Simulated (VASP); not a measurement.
Here is a VASP 6.6.1 calculation.

Contents of INCAR:

```
PREC = Accurate
ENCUT = 520
EDIFF = 1E-7
ISMEAR = -1
SIGMA = 0.05
LREAL = False
LASPH = True
NELM = 100
ALGO = Normal
ISIF = 2
LWAVE = False
LCHARG = False
GGA = PE
NBANDS = 18
```

File KPOINTS:

```
regular mesh
0
Gamma
  12 12 7
```

POSCAR

```
Cu
1.0
    2.5340966698      0.0000000000      0.0000000000
   -1.2670483349      2.1945920917      0.0000000000
    0.0000000000      0.0000000000      4.1125710000
Cu
2
Direct
    0.6666666667      0.3333333333      0.7500000000
    0.3333333333      0.6666666667      0.2500000000
```

Potentials or basis: VASP PAW PBE potentials, release 64 (Cu).

Run with:

```bash
$ cat potpaw_PBE.64/Cu/POTCAR > POTCAR
$ mpirun -np 1 vasp_std > vasp.out
```

(1) Estimate the band gap on the k mesh.

(2) What does it give for the pressure?

Results:

(1) none (metal or under the smearing width).

(2) 7.9 GPa.
